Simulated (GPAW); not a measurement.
Crystal: NiO.

```
Ni O
1.0
     0.00000    2.08590    2.08590
     2.08590    0.00000    2.08590
     2.08590    2.08590    0.00000
Ni O
1 1
Direct
  0.00000 0.00000 0.00000
  0.50000 0.50000 0.50000
```

Program: GPAW 26.7.0. Alike in all runs: potentials or basis GPAW PAW data sets (gpaw-data 1.2.1), pw; spin collinear, ferromagnetic start; cell as given; cutoff (eV) 800.

Order these runs on this cell by their band gap on the k mesh, lowest first.
A. level r4SCAN; k mesh 8 × 8 × 8; smearing fermi-dirac 0.05 eV; band path GXWKGLUWLK,UX; band points 100
B. level r2SCAN; k mesh 11 × 11 × 11; smearing fermi-dirac 0.05 eV; band path GXWKGLUWLK,UX; band points 100
C. level PBE; k mesh 11 × 11 × 11; smearing gaussian 0.016 eV

C (metal), A (0.55 eV), B (0.76 eV).

Caveats: a cell with one magnetic atom can't hold antiferromagnetic order, which such compounds often take; semilocal functionals often make such compounds metallic where correlation or magnetic order opens a gap, which also shifts bond lengths (some runs).

A k mesh can miss the band edges.

Not every run made on this cell is shown here.
